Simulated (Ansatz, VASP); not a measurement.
Se in VASP and in Ansatz

Contents of POSCAR:

```
Se
1.0
   -1.7164724451      1.7164724451      1.7164724451
    1.7164724451     -1.7164724451      1.7164724451
    1.7164724451      1.7164724451     -1.7164724451
Se
1
Direct
    0.0000000000      0.0000000000      0.0000000000
```

Contents of INCAR.step1:

```
ALGO = Normal
EDIFF = 1E-4
ENCUT = 520
GGA = PE
ISMEAR = 0
LASPH = True
LCHARG = False
LREAL = False
LWAVE = True
NBANDS = 9
NELM = 100
PREC = Accurate
SIGMA = 0.05
```

INCAR.step2

```
ALGO = Normal
EDIFF = 1E-7
ENCUT = 520
ISIF = 2
ISMEAR = 0
ISTART = 1
LASPH = True
LCHARG = False
LMIXTAU = True
LREAL = False
LWAVE = False
METAGGA = R2SCAN
NBANDS = 9
NELM = 100
PREC = Accurate
SIGMA = 0.05
```

Contents of KPOINTS:

```
k-points
0
Gamma
  18 18 18
```

Input for Ansatz:

```yaml
crystal:
  lattice:
    - [-1.7164724451, 1.7164724451, 1.7164724451]
    - [1.7164724451, -1.7164724451, 1.7164724451]
    - [1.7164724451, 1.7164724451, -1.7164724451]
  atoms:
    - { symbol: Se, position: [0.0, 0.0, 0.0] }
basis:
  ecutwfc: 500
  ecutrho_ratio: 4
kpoints:
  mp_grid: { grid: [18, 18, 18] }
hamiltonian:
  xc: r2scan
scf:
  occupations: { method: gaussian, width: 0.05 }
output:
  forces: true
  stress: true
  eigenvalues: true
```

Alike in both runs: task single point; functional r2SCAN; k mesh 18 × 18 × 18; occupations gaussian, width 0.05 eV; no spin polarisation.

|  | VASP | Ansatz |
| --- | --- | --- |
| version | VASP 6.6.1 | Ansatz 0.2.0 |
| potentials or method | VASP PAW PBE potentials, release 64 (Se) | scalar-relativistic, plane waves, PAW |
| plane-wave cutoff (eV) | 520 | 500 |
| valence electrons in the cell | 6 | 16 |

|  | VASP | Ansatz | Ansatz less VASP |
| --- | --- | --- | --- |
| gap on the k mesh at the Fermi level (eV) | none | none | - |
| pressure (GPa) | -0.1 | 0.0 | +0.09 |

A gap of «none» marks a metal or a gap that the smearing closes. The two sets of potentials don't hold the same shells in valence.

Caveats: the PAW data sets were made with another functional, which shifts forces and pressure a little (VASP).
